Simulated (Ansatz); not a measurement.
Set up this calculation in Ansatz 0.2.0, as an ASE script.

```yaml
Task: single point
Functional: PBE
Dispersion: D3(BJ)
Potentials_or_basis: PseudoDojo standard
Cutoff: 1143 eV
Density_cutoff: 4572 eV
k_mesh: 8 × 8 × 4
Occupations: tetrahedron
Spin: no spin polarisation
Hubbard_terms: Ta d U = 2 eV
Driver: chain
Hubbard_projectors: ortho-atomic (the default)
Double_counting: fll (the default)
```

The structure of Ta2N lies in Ta2N.xyz:

```xyz
3
Lattice="3.1128615060 0.0000000000 0.0000000000 -1.5564307530 2.6958171426 0.0000000000 0.0000000000 0.0000000000 4.8698410000" Properties=species:S:1:pos:R:3 pbc="T T T"
Ta    -0.0246336295      1.7764167936      1.2988158137
Ta     1.5415419364      0.8970655040      3.6247151833
N     -0.0072249516      0.0142554811      0.0169762657
```

The cell comes from a database or a generator and needn't be the stable form of this composition.

The cell isn't the ideal one: atoms moved at random, drawn with an rms of 0.05 Å.

The input as run:

run.py

```python
import json

import numpy as np

import ansatz as az

calculation = (
    az.Crystal.from_extxyz("Ta2N.xyz")
    .calculation()
    .kpoints(8, 8, 4)
    .functional("pbe", dispersion="d3bj")
    .pseudopotentials(kind="nc", accuracy="standard")
    .hubbard("Ta", "d", u_eff=2.0)
    .occupations(method="tetrahedron")
    .forces()
    .stress()
)
outcome = calculation.run(threads=2, events_out="events.jsonl")

report = outcome.report
for line in open("events.jsonl"):
    event = json.loads(line)
    if event["event"] == "scf_iter":
        d = event["data"]
        print(f"SCF {d['iter']:3d}  HF = {d['harris_foulkes_ev']:.6f} eV  dr2 = {d['dr2_ev']:.2e} eV")
    elif event["event"] in ("relax_step", "md_step"):
        d = event["data"]
        print(f"{event['event']} {d['step']:3d}  E = {d['lagrangian_ev']:.6f} eV")
np.set_printoptions(precision=5, suppress=True, linewidth=110)
print("converged:", report["converged"], "after", report["n_iterations"], "iterations")
print(f"free energy {report['free_energy_ev']:.6f} eV, Fermi level {report['fermi_energy_ev']:.4f} eV")
for key in ("band_edges_ev", "magnetization_mub", "site_moments_mub", "site_moments_nc_mub", "forces_ev_ang",
                "stress_gpa"):
    if report.get(key) is not None:
        print(key, np.array(report[key]), sep="\n")
```

Potentials or basis: PseudoDojo standard.

Run with:

```sh
$ python run.py
```

It gave:

| Property | Result |
| --- | --- |
| Pressure | -7.3 GPa |
| Largest force | 0.819 eV/Å |
| Band gap on the k mesh | none (metal or under the smearing width) |

Caveat: U without spin polarisation on a metal has little footing; pairwise dispersion overbinds metals, which lowers pressure and volume; with tetrahedron occupations forces and stress needn't match the slope of the energy.

Run time: 35 s on 2 threads of AMD EPYC 7571 (shared host), peak memory 0.92 GiB.
